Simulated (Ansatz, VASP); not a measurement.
**Two plane-wave programs on CuO**

Contents of INCAR:

```
SYSTEM = CuO
  ALGO = Normal
  EDIFF = 1E-7
  ENCUT = 520
  GGA = PE
  ISIF = 2
  ISMEAR = -1
  ISPIN = 2
  ISYM = 0
  LASPH = .True.
  LCHARG = .False.
  LDAU = .True.
  LDAUJ = 0 0
  LDAUL = -1 2
  LDAUPRINT = 1
  LDAUTYPE = 2
  LDAUU = 0 4
  LMAXMIX = 4
  LORBIT = 11
  LREAL = .False.
  LWAVE = .False.
  MAGMOM = 0 0 0.58 -0.58
  NBANDS = 29
  NELM = 150
  PREC = Accurate
  SIGMA = 0.1
```

File KPOINTS:

```
k-points
0
Gamma
  7 7 4
  0 0 0
```

POSCAR

```
CuO
1.0
    2.3415000000     -1.7101500000      0.0000000000
    2.3415000000      1.7101500000      0.0000000000
   -0.8640400000      0.0000000000      5.0511300000
O Cu
2 2
Direct
    0.5830000000      0.4170000000      0.2500000000
    0.4170000000      0.5830000000      0.7500000000
    0.0000000000      0.5000000000      0.0000000000
    0.5000000000      0.0000000000      0.5000000000
```

Input for Ansatz:

```yaml
crystal:
  lattice:
    - [2.3415, -1.71015, 0.0]
    - [2.3415, 1.71015, 0.0]
    - [-0.86404, 0.0, 5.05113]
  atoms:
    - { symbol: O, position: [0.583, 0.417, 0.25] }
    - { symbol: O, position: [0.417, 0.583, 0.75] }
    - { symbol: Cu, position: [0.0, 0.5, 0.0], spin: 1.0 }
    - { symbol: Cu, position: [0.5, 0.0, 0.5], spin: -1.0 }
  symmetry: { detect: false, time_reversal: true }
magnetization:
  spin_polarized: true
hamiltonian:
  xc: pbe
  pseudopotentials: { kind: paw }
  hubbard:
    sites:
      - { site: 2, l: d, u_eff: 4.0, starting_ns: [{ spin: up, occupation_matrix: s2up }, { spin: down, occupation_matrix: s2down }] }
      - { site: 3, l: d, u_eff: 4.0, starting_ns: [{ spin: up, occupation_matrix: s3up }, { spin: down, occupation_matrix: s3down }] }
    occupation_matrices:
      s2up:
        matrix:
          - [0.999999, 0.0, 0.0, 0.0, 0.0]
          - [0.0, 0.999999, 0.0, 0.0, 0.0]
          - [0.0, 0.0, 0.999999, 0.0, 0.0]
          - [0.0, 0.0, 0.0, 0.999999, 0.0]
          - [0.0, 0.0, 0.0, 0.0, 0.999999]
      s2down:
        matrix:
          - [1.0e-06, 0.0, 0.0, 0.0, 0.0]
          - [0.0, 0.999999, 0.0, 0.0, 0.0]
          - [0.0, 0.0, 1.0e-06, 0.0, 0.0]
          - [0.0, 0.0, 0.0, 0.999999, 0.0]
          - [0.0, 0.0, 0.0, 0.0, 0.999999]
      s3down:
        matrix:
          - [0.999999, 0.0, 0.0, 0.0, 0.0]
          - [0.0, 0.999999, 0.0, 0.0, 0.0]
          - [0.0, 0.0, 0.999999, 0.0, 0.0]
          - [0.0, 0.0, 0.0, 0.999999, 0.0]
          - [0.0, 0.0, 0.0, 0.0, 0.999999]
      s3up:
        matrix:
          - [0.999999, 0.0, 0.0, 0.0, 0.0]
          - [0.0, 0.999999, 0.0, 0.0, 0.0]
          - [0.0, 0.0, 0.999999, 0.0, 0.0]
          - [0.0, 0.0, 0.0, 0.999999, 0.0]
          - [0.0, 0.0, 0.0, 0.0, 1.0e-06]
basis:
  ecutwfc: 420
kpoints:
  mp_grid: { grid: [7, 7, 4] }
scf:
  occupations: { method: fermi_dirac, width: 0.1 }
  lower_state_search: "off"
  max_iter: 200
output:
  forces: true
  stress: true
```

Alike in both runs: task single point; functional PBE; k mesh 7 × 7 × 4; occupations fermi-dirac, width 0.1 eV; collinear spin; Hubbard terms Cu d U = 4.0 eV.

```csv
,VASP,Ansatz
version,VASP 6.6.1,Ansatz 0.2.0
potentials or method,"VASP PAW PBE potentials, release 64 (O, Cu)","PAW, plane waves, scalar-relativistic"
plane-wave cutoff (eV),520,420
valence electrons in the cell,34,50
```

```csv
,VASP,Ansatz,Ansatz less VASP
pressure (GPa),4.3,7.9,+3.57
largest component of the traceless stress (GPa),0.58,0.88,+0.298
rms of the force components (eV/Å),0.019,0.019,-0.0001
net moment per atom (μB),0.00,0.00,0.000
size of the moment on the site where the two differ most (μB),0.57,0.53,-0.043
```

Site moments also hang on the region over which each program counts them. The programs project onto different local orbitals, so the same U acts differently. Atom by atom the forces differ by 0.000 eV/Å (rms over components). The two sets of potentials don't hold the same shells in valence. Ansatz warned: «specified_occupation_not_kept».

 A k mesh can miss the band edges. The state reached can hang on the start; a lower one may exist.
